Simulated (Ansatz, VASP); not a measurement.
Given: the input of a run of Ansatz 0.2.0 on WC (Qusongite).

The input input.yaml:

```yaml
crystal:
  lattice:
    - [2.9065, 0.0, 0.0]
    - [-1.45325, 2.5171028361, 0.0]
    - [0.0, 0.0, 2.8366]
  atoms:
    - { symbol: W, position: [0.005945, 0.006678, 0.019474] }
    - { symbol: C, position: [0.682089, 0.324848, 0.51994] }
hamiltonian:
  xc: pbesol
  pseudopotentials: { kind: paw }
kpoints:
  mp_grid: { grid: [10, 10, 9] }
scf:
  occupations: { method: fermi_dirac, width: 0.05 }
output:
  forces: true
  stress: true
  eigenvalues: true
```

Potentials or basis: Ansatz PAW.

Command:

```console
$ ansatz run input.yaml --threads 1 --pin off --max-ram 3584MiB --backend cpu --events-out ev --progress --plain --runs-dir out
```

Task: Translate it to VASP 6.6.1. Potentials there: VASP PAW PBE potentials, release 64 (W_sv, C).

Result: As run (the cutoff follows the program's own potentials):

INCAR

```
ALGO = Normal
EDIFF = 1E-7
ENCUT = 520
GGA = PS
ISIF = 2
ISMEAR = -1
LASPH = T
LCHARG = T
LELF = T
LREAL = F
LVHAR = T
LWAVE = F
NBANDS = 16
NELM = 60
PREC = Accurate
SIGMA = 0.05
```

Contents of KPOINTS:

```
k-points
0
Gamma
  10 10 9
```

POSCAR

```
WC
1.0
    2.9065000000      0.0000000000      0.0000000000
   -1.4532500000      2.5171028361      0.0000000000
    0.0000000000      0.0000000000      2.8366000000
W C
1 1
Direct
    0.0059450000      0.0066780000      0.0194740000
    0.6820890000      0.3248480000      0.5199400000
```

Potentials or basis: VASP PAW PBE potentials, release 64 (W_sv, C).

The run is started by

```console
$ cat potpaw_PBE.64/W_sv/POTCAR potpaw_PBE.64/C/POTCAR > POTCAR
$ mpirun -np 1 vasp_std > vasp.out
```

Both were run:

|  | VASP | Ansatz | Ansatz less VASP |
| --- | --- | --- | --- |
| gap on the k mesh at the Fermi level (eV) | none | none | - |
| pressure (GPa) | -1.6 | -2.8 | -1.25 |
| largest component of the traceless stress (GPa) | 2.10 | 2.04 | -0.066 |
| rms of the force components (eV/Å) | 0.595 | 0.592 | -0.0032 |

Atom by atom the forces differ by 0.003 eV/Å (rms over components). A gap of «none» marks a metal or a gap that the smearing closes. With one functional, cell and mesh, what is left measures potentials, basis and numerics.

Caveats: the PAW data sets were made with another functional, which shifts forces and pressure a little (VASP); the PAW data sets come from PBE, with cores solved anew for the run's functional, which leaves a small shift of forces and pressure (Ansatz). Spin-orbit coupling is left out, which matters for the levels of W.
